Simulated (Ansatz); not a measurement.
Compare A (`C=C(O)CO`) with its isomer B (`CCC(=O)O`).

Isolated molecules relaxed with PBE0-D4/def2-TZVP in Ansatz; ΔE leaves out vibrations. CBS: MP2 limit from def2 TZ/QZ plus the TZ coupled-cluster correction, frozen cores. DFT in def2-TZVPP. B3LYP here is the variant with VWN-RPA as its local correlation; programs differ in this. Each species was taken in one conformer, which may not be the lowest.

**Question.** Which is lower in electronic energy at CCSD(T)/CBS, and by how much? (An estimate is asked.)

**Answer.** Ansatz gave: B, by 32.4 kcal/mol.

**Question.** Give E(B) − E(A) in kcal/mol with B2PLYP, B3LYP, ωB97M-V, HF/def2-TZVPP, PBE0-D4, MP2/def2-TZVPP, B3LYP-D4. (Estimate.)

**Answer.** Ansatz gave: B2PLYP -34.3, B3LYP -33.5, ωB97M-V -33.8, HF/def2-TZVPP -36.7, PBE0-D4 -34.0, MP2/def2-TZVPP -34.6, B3LYP-D4 -33.2. None reverses the order clearly.

Largest T1 diagnostic: 0.014.

In def2-TZVPP, CCSD(T) changes the Hartree–Fock value by +3.3 kcal/mol (the triples alone add +0.2 kcal/mol) and MP2 by +2.2 kcal/mol.
